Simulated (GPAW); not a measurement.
The system is Si.

```
Si
1.0
     0.00000    2.72185    2.72185
     2.72185    0.00000    2.72185
     2.72185    2.72185    0.00000
Si
2
Direct
  0.50000 0.50000 0.50000
  0.75000 0.75000 0.75000
```

Program: GPAW 26.7.0. Alike in all runs: no spin polarisation; cell as given; k mesh 8 × 8 × 8; cutoff (eV) 600.

**Question.** Order these runs on this cell by their pressure, lowest first.
A. level PBEsol; potentials or basis PAW data sets generated in the run's folder for this functional, pw; smearing fermi-dirac 0.05 eV; band path GXWKGLUWLK,UX; band points 100
B. level BLYP; potentials or basis PAW data sets generated in the run's folder for this functional, pw; smearing fermi-dirac 0.05 eV; band path GXWKGLUWLK,UX; band points 100; eigensolver davidson
C. level PBE; potentials or basis GPAW PAW data sets (gpaw-data 1.2.1), pw; smearing gaussian 0.021 eV
D. level LDA; potentials or basis the program's PAW data sets (release 1.2.1) made for this functional, pw; smearing fermi-dirac 0.05 eV; band path GXWKGLUWLK,UX; band points 60

**Answer.** D (-1.9 GPa), A (-0.3 GPa), C (1.6 GPa), B (4.4 GPa).
